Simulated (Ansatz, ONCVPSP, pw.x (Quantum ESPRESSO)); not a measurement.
## pw.x on sc Ta: one setting changed

Potential: optimised norm-conserving Vanderbilt (ONCV), ONCVPSP 4.0.1.1 (patched build), PBE; core [Kr] 4d10 4f14, reference 5s2 5p6 5d3 6s1 6p1; waves: 5s+6s: rc 1.45 bohr, ncon 4, nbas 7, qcut 6.9 1/bohr, 2 projectors; 5p+6p: rc 2.60 bohr, ncon 4, nbas 9, qcut 5.6 1/bohr, 2 projectors; 5d: rc 1.90 bohr, ncon 4, nbas 8, qcut 5.7 1/bohr, 2 projectors, debl 1.1 Ha; local part: polynomial inside 1.05 bohr (lpopt 5, dvloc0 -1 Ha); core correction: Teter function fitted to the true core (icmod 2), fcfact 0.55.

The reference run (k-mesh 12³, cutoffs 120/480 Ry, Fermi–Dirac 0.01 Ry, mixing_beta 0.4, conv_thr 1e-9, no spin) gives 0.03 GPa at 20.376 Å³/atom, where all-electron LAPW gives 1.79 GPa. This run, with its own iteration cap, changes degauss to 0.002.

```
&control
  calculation='scf', prefix='x', pseudo_dir='./', outdir='./tmp', tstress=.true., disk_io='none'
/
&system
  ibrav=0, nat=1, ntyp=1, ecutwfc=120, ecutrho=480, nbnd=14,
  occupations='smearing', smearing='fd', degauss=0.002
/
&electrons
  conv_thr=1e-09, mixing_beta=0.4, electron_maxstep=50
/
ATOMIC_SPECIES
Ta 1.0 Ta.UPF
CELL_PARAMETERS angstrom
  2.73132247 0.00000000 0.00000000
  0.00000000 2.73132247 0.00000000
  0.00000000 0.00000000 2.73132247
ATOMIC_POSITIONS crystal
Ta 0.0000 0.0000 0.0000
K_POINTS automatic
12 12 12 0 0 0
```

```bash
pw.x < Ta.scf.in > Ta.scf.out
```

How does the run end?

It converges in 8 iterations; the free energy moves by +23.3 meV/atom and the pressure by -0.12 GPa. In a metal, with Fermi–Dirac smearing, F lies below its zero-width value by a term in the square of the width.

```
Message from routine setup:
     using ibrav=0 with symmetry is DISCOURAGED, use correct ibrav instead
     lattice parameter (alat)  =       5.1615  a.u.
     unit-cell volume          =     137.5041 (a.u.)^3
     number of electrons       =        13.00
     number of Kohn-Sham states=           14
     kinetic-energy cutoff     =     120.0000  Ry
     charge density cutoff     =     480.0000  Ry
     scf convergence threshold =      1.0E-09
     Exchange-correlation= PBE
     number of k points=    84  Fermi-Dirac smearing, width (Ry)=  0.0020
     iteration #  1     ecut=   120.00 Ry     beta= 0.40
     total energy              =    -136.76022188 Ry
     estimated scf accuracy    <       0.03418116 Ry
     iteration #  2     ecut=   120.00 Ry     beta= 0.40
     total energy              =    -136.76138752 Ry
     estimated scf accuracy    <       0.00603999 Ry
     iteration #  3     ecut=   120.00 Ry     beta= 0.40
     total energy              =    -136.76199394 Ry
     estimated scf accuracy    <       0.00062723 Ry
     iteration #  4     ecut=   120.00 Ry     beta= 0.40
     total energy              =    -136.76203680 Ry
     estimated scf accuracy    <       0.00000320 Ry
     iteration #  5     ecut=   120.00 Ry     beta= 0.40
     total energy              =    -136.76204292 Ry
     estimated scf accuracy    <       0.00000038 Ry
     iteration #  6     ecut=   120.00 Ry     beta= 0.40
     total energy              =    -136.76204297 Ry
     estimated scf accuracy    <       0.00000008 Ry
     iteration #  7     ecut=   120.00 Ry     beta= 0.40
     total energy              =    -136.76204297 Ry
     estimated scf accuracy    <          2.1E-09 Ry
     iteration #  8     ecut=   120.00 Ry     beta= 0.40
     the Fermi energy is    15.9049 ev
!    total energy              =    -136.76204298 Ry
     estimated scf accuracy    <          3.7E-11 Ry
     smearing contrib. (-TS)   =      -0.00013006 Ry
     The total energy is F=E-TS. E is the sum of the following terms:
     one-electron contribution =     -24.97020600 Ry
     hartree contribution      =      17.66793895 Ry
     xc contribution           =     -36.55878631 Ry
     ewald contribution        =     -92.90085955 Ry
     convergence has been achieved in   8 iterations
          total   stress  (Ry/bohr**3)                   (kbar)     P=       -0.94
     Message from routine punch:
     Nothing written, as per user request (disk_io='none')
```

The run took about 62 s on one core of a shared host (Neoverse-N1, 64 threads, 124 GiB, load 55).
